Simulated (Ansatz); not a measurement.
Ta: energy along a strain

Ta, Fm-3m, a = 4.223 Å. This isn't the element's structure at ambient conditions. Ansatz: PBE, PAW, 420 eV, Γ-centred 24×24×24 mesh on 1 atom, Gaussian smearing 0.15 eV; no spin polarisation. Cell vectors (Å): 0.000 2.112 2.112; 2.112 0.000 2.112; 2.112 2.112 0.000. The cell is strained by x per cent times the pattern (0 1 0 0 0 0) in the order xx yy zz yz xz xy (engineering shears), with fractional coordinates held. y is the free energy over the start, V0 = 18.828 Å³/atom.

| x (%) | y (meV/atom) |
| --- | --- |
| -6.00 | ? |
| -4.50 | 11.11 |
| -3.00 | 5.49 |
| -1.50 | 1.54 |
| 0.00 | 0.00 |
| 1.50 | 1.51 |
| 3.00 | 6.33 |
| 4.50 | 14.41 |
| 5.25 | 19.65 |
| 6.00 | 25.67 |

Q: Fit y = c1 x + c2 x² + c3 x³ to the other rows, get the stiffness along the pattern, and predict the missing energy.

A: Least squares on the rows shown. y = 0.057381 x + 0.63027 x² + 0.013093 x³. The clamped-ion stiffness p·C·p = 2 × 6.303 eV × 160.2 / 18.828 Å³ = 107 GPa, which is C22 in these axes (C11 of the cubic crystal); c1 is there for the stress left in the start, which by itself gives a slope of -0.06 meV/atom per %. The pressures of the same runs give B = −dP/dε = 191 GPa; in a cubic crystal a longitudinal stiffness under B means a negative shear constant, so this lattice is unstable. With a term in x⁴ added, the coefficient of x² becomes 0.6740, 7 % more, which shows how far this figure hangs on the form. At x = -6.00 the fit asked for gives 19.52 meV/atom. The run gave 18.17 meV/atom, so the fit is 1.35 meV/atom too high, 5.3 % of the span of the series, against an rms of 0.20 meV/atom on the fitted rows. The row lies outside the fitted range. With a term in x⁴ added, a fit to the same known rows predicts 17.32 meV/atom, a smaller miss on the other side.

Spin–orbit coupling is left out, which can shift energies with elements as heavy as these.

Cost: 10 runs of about 1.4 core-minutes in all, on Intel Xeon Platinum 8488C (Sapphire Rapids) (shared hosts).